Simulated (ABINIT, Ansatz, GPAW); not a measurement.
## CsPbBr3 and the functional, program beside program

```cif
data_structure
_symmetry_space_group_name_H-M 'Pm-3m'
_symmetry_Int_Tables_number 221
_cell_length_a 5.8700
_cell_length_b 5.8700
_cell_length_c 5.8700
_cell_angle_alpha 90.000
_cell_angle_beta 90.000
_cell_angle_gamma 90.000
_cell_volume 202.26
loop_
_atom_site_label
_atom_site_type_symbol
_atom_site_symmetry_multiplicity
_atom_site_Wyckoff_symbol
_atom_site_fract_x
_atom_site_fract_y
_atom_site_fract_z
_atom_site_occupancy
Pb1 Pb 1 b 0.50000 0.50000 0.50000 1
Cs1 Cs 1 a 0.00000 0.00000 0.00000 1
Br1 Br 3 c 0.50000 0.50000 0.00000 1
```

Measurements of this composition are mostly on another form, of space group No. 62.

Kept alike: task band structure; k mesh 5 × 5 × 5; occupations fermi-dirac, width 0.05 eV; no spin polarisation. The mesh is that of the run's cell of 5 atoms. No spin-orbit coupling.

- A: ABINIT; JTH PAW LDA v2.0 (LDA); JTH PAW PBE v2.0 (PBE); PseudoDojo NC SR PBEsol v0.4.1 standard (PBEsol), cutoff 599 to 762 eV
- B: GPAW; the program's PAW data sets (release 1.2.1) made for this functional (LDA); GPAW PAW data sets (gpaw-data 1.2.1) (PBE); PAW data sets generated for this functional (PBEsol), cutoff 600 eV
- C: Ansatz, all-electron LAPW, scalar-relativistic

```csv
functional,A: pressure (GPa),B: pressure (GPa),C: pressure (GPa)
LDA,-1.34,-1.26,-1.21
PBE,1.36,1.36,1.41
PBEsol,-0.02,-0.08,-0.03
```

Pressure is positive in compression; plane-wave values hold the error of the finite cutoff.

How large is the effect of the functional, and do the programs agree on it?

From LDA to PBE the pressure moves by +2.70 in A, +2.62 in B, +2.62 in C (GPa). Row by row the programs differ by 0.05 to 0.13, and over this span the shifts, as printed, agree within about 3 %. Shifts from LDA: PBE +2.70, +2.62, +2.62; PBEsol +1.32, +1.18, +1.18; the programs' shifts differ by up to 0.14.
